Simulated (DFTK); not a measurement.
SnTe:

```
Te Sn
1.0
     0.00000    3.15085    3.15085
     3.15085    0.00000    3.15085
     3.15085    3.15085    0.00000
Te Sn
1 1
Direct
  0.50000 0.50000 0.50000
  0.00000 0.00000 0.00000
```

Base run:

```yaml
Program: DFTK 0.8.2
Functional: PBEsol
Potentials_or_basis: dojo.nc.sr.pbesol.v0_4_1.standard.upf (PBEsol)
Cutoff: 1088 eV
k_mesh: 7 × 7 × 7
Occupations: fermi-dirac, width 0.05 eV
Spin: no spin polarisation
```

Its results: pressure -0.3 GPa.

The run is repeated on the same cell with these changes: functional from PBEsol to LDA; potentials or basis from dojo.nc.sr.pbesol.v0_4_1.standard.upf (PBEsol) to cp2k.nc.sr.lda.v0_1.largecore.gth (LDA, GTH); cutoff from 1088 eV to 735 eV; valence electrons from 30 to 10. What comes out?

Pressure -1.6 GPa.

Caveats: GTH potentials come without recommended cutoffs, and this one wasn't checked for convergence (some runs).

Not every run made on this cell is shown here.
